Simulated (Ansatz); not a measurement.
Runs of Ansatz 0.2.0 on HfN. Symmetry: P6_3/mmc, No. 194, hexagonal system. Conventional cell: a = 3.134 Å, b = 3.134 Å, c = 5.417 Å, α = 90.00°, β = 90.00°, γ = 120.00°. Hf (site symmetry -6m2) is surrounded by 6 N at 2.26 Å. Around N (site symmetry -3m) lie 6 Hf at 2.26 Å. The cell comes from a database or a generator and needn't be the stable form of this composition.

```tsv
task	level	spin	k mesh	cutoff (eV)	points for each segment of the path	gap on the mesh (eV)	pressure (GPa)
band structure	PBEsol	SOC, no magnetisation	10 × 10 × 5	420	14	none	-2.9
band structure	r2SCAN	off	10 × 10 × 5	500	14	none	2.2
phonons	PBEsol	off	8 × 8 × 4	420	-	none	-
band structure	LDA	off	10 × 10 × 5	420	14	none	(a)
```

Alike in all rows: potentials or basis Ansatz PAW; cell as given; smearing fermi-dirac 0.05 eV.

**Question.** Fill in the values left out.

**Answer.** (a) -9.0.

Caveats: the PAW data sets come from PBE, with cores solved anew for the run's functional, which leaves a small shift of forces and pressure; spin-orbit coupling is left out, which moves the levels of the heavy elements (some runs).

A k mesh can miss the band edges, and rows without SOC leave out spin-orbit coupling on Hf.

A gap of «none» marks a metal or a gap under the smearing width.
